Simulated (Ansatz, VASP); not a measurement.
**HfO2 in VASP and in Ansatz**

File INCAR:

```
SYSTEM = HfO2
PREC = Accurate
ENCUT = 520
EDIFF = 1E-6
ISMEAR = 0
SIGMA = 0.05
LREAL = .FALSE.
LASPH = .TRUE.
NELM = 60
ALGO = Normal
ISIF = 2
LWAVE = .FALSE.
LCHARG = .FALSE.
GGA = PE
NBANDS = 18
```

Contents of KPOINTS:

```
Automatic mesh
0
G
  8 8 8
  0 0 0
```

File POSCAR:

```
HfO2
1.0
    0.0000000000      2.5488057606      2.5488057606
    2.5105736742      0.0000000000      2.5488057606
    2.5105736742      2.5488057606      0.0000000000
Hf O
1 2
Direct
    0.0000000000      0.0000000000      0.0000000000
    0.2500000000      0.2500000000      0.2500000000
    0.7500000000      0.7500000000      0.7500000000
```

Input for Ansatz:

```yaml
crystal:
  lattice:
    - [0.0, 2.5488057606, 2.5488057606]
    - [2.5105736742, 0.0, 2.5488057606]
    - [2.5105736742, 2.5488057606, 0.0]
  atoms:
    - { symbol: Hf, position: [0.0, 0.0, 0.0] }
    - { symbol: O, position: [0.25, 0.25, 0.25] }
    - { symbol: O, position: [0.75, 0.75, 0.75] }
basis:
  ecutwfc: 420
kpoints:
  mp_grid: { grid: [8, 8, 8] }
hamiltonian:
  xc: pbe
scf:
  occupations: { method: gaussian, width: 0.05 }
output:
  forces: true
  stress: true
  eigenvalues: true
```

Change from the starting cell: strain -0.0150 x Voigt [1, 0, 0, 0, 0, 0], atoms carried along.

Alike in both runs: task single point; functional PBE; k mesh 8 × 8 × 8; occupations gaussian, width 0.05 eV; no spin polarisation.

|  | VASP | Ansatz |
| --- | --- | --- |
| version | VASP 6.6.1 | Ansatz 0.2.0 |
| potentials or method | VASP PAW PBE potentials, release 64 (Hf_pv, O) | scalar-relativistic, plane waves, PAW |
| plane-wave cutoff (eV) | 520 | 420 |
| valence electrons in the cell | 22 | 38 |

VASP gave:

- gap on the k mesh at the Fermi level (eV): 3.68
- least direct gap on the mesh (eV): 3.68
- pressure (GPa): 0.1
- largest component of the traceless stress (GPa): 4.70

**Question.** Which values does Ansatz return?

**Answer.** gap on the k mesh at the Fermi level (eV): 3.67; least direct gap on the mesh (eV): 3.67; pressure (GPa): 3.8; largest component of the traceless stress (GPa): 4.62.

The two sets of potentials don't hold the same shells in valence.

Caveats: spin-orbit coupling is left out, which moves the levels of the heavy elements. A k mesh can miss the band edges.
